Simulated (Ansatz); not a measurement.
Crystal: ZrSe2.

```
Zr Se
1.0
     3.79800    0.00000    0.00000
    -1.89900    3.28916    0.00000
     0.00000    0.00000    6.19200
Zr Se
1 2
Direct
  0.00000 0.00000 0.00000
  0.66667 0.33333 0.75000
  0.33333 0.66667 0.25000
```

```yaml
Program: Ansatz 0.2.0
Task: relaxation of cell and atoms
Functional: LDA
Potentials_or_basis: Ansatz PAW
Cutoff: "420 eV (not typed: the program's choice for these potentials)"
k_mesh: 8 × 8 × 5
Occupations: fermi-dirac, width 0.05 eV
Spin: no spin polarisation
```

At the start: volume 25.78 Å³/atom.

Where does the relaxation end?

It ends after 6 steps and the volume is 23.44 Å³/atom (-9.1 %); space group P-3m1 (No. 164, to 0.05 Å).

Step by step:
```tsv
step	energy change (eV)	largest force (eV/Å)	volume (Å³)
1	0.0000	0.0826	77.35
2	-0.0377	0.0992	68.39
3	-0.0642	0.0350	70.88
4	-0.0655	0.0186	70.33
5	-0.0655	0.0036	70.33
6	-0.0644	0.0038	70.33
```

Final structure:
```
Zr Se
1.0
     3.69497    0.00000    0.00000
    -1.84749    3.19994    0.00000
     0.00000    0.00000    5.94864
Zr Se
1 2
Direct
  0.00000 0.00000 0.00000
  0.66667 0.33333 0.73393
  0.33333 0.66667 0.26607
```

Caveat: the plane-wave basis is chosen anew once the cell has moved, so the energies of steps on either side of that aren't comparable; the PAW data sets come from PBE, with cores solved anew for the run's functional, which leaves a small shift of forces and pressure.
